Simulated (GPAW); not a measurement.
Runs of GPAW 26.7.0 on Hf. Symmetry: Fm-3m, No. 225, cubic system. The conventional cell has a = 4.440 Å, b = 4.440 Å, c = 4.440 Å, α = 90.00°, β = 90.00°, γ = 90.00°. Hf (site symmetry m-3m) has 12 Hf at 3.14 Å as nearest neighbours. This isn't the form of Hf at room conditions, which is hcp.

```csv
task,level,potentials or basis,spin,U,fixed moment (μB),cell,k mesh,cutoff (eV),U projector left unscaled,band path,band points,spin axis theta (degrees),spin axis phi (degrees),grid spacing,pressure (GPa),moment (μB)
band structure,RPBE+D3(BJ)+U,"the program's PAW data sets (release 1.2.1) made for this functional, fd","collinear, ferromagnetic start, SOC",Hf d U = 3.5 eV,-,as given,10 × 10 × 10,-,no,"GXWKGLUWLK,UX",60,0,0,0.15 Å,-,0.00
density of states,optB88-vdW,"GPAW PAW data sets (gpaw-data 1.2.1), pw","collinear, ferromagnetic start",-,-,volume scaled by 1.04,10 × 10 × 10,600,-,-,-,-,-,-,-,0.00
band structure,revPBE+D3(op)+U,"the program's PAW data sets (release 1.2.1) made for this functional, pw",off,Hf d U = 4 eV,-,as given,10 × 10 × 10,600,no,"GXWKGLUWLK,UX",100,-,-,-,(a),-
band structure,PBE+U,"PAW data sets generated in the run's folder for this functional, pw","collinear, ferromagnetic start, SOC",Hf d U = 3 eV,-,as given,10 × 10 × 10,600,no,"GXWKGLUWLK,UX",80,54.7,45,-,16.4,0.00
```

Alike in all rows: smearing fermi-dirac 0.05 eV.

Question: Fill in the values left out.

Answer: (a) 19.0.

Caveats: the U is typed as a test and isn't derived for this compound (some runs); spin-orbit coupling was added after a scalar SCF, so levels and gaps hold it while energy, forces, pressure and moments don't (some runs); this program's spin-orbit splittings come out too wide for heavy elements (some runs); pairwise dispersion overbinds metals, which lowers pressure and volume (some runs); the PAW data sets were made with another functional, which shifts forces and pressure a little (some runs); spin-orbit coupling is left out, which moves the levels of the heavy elements (some runs).
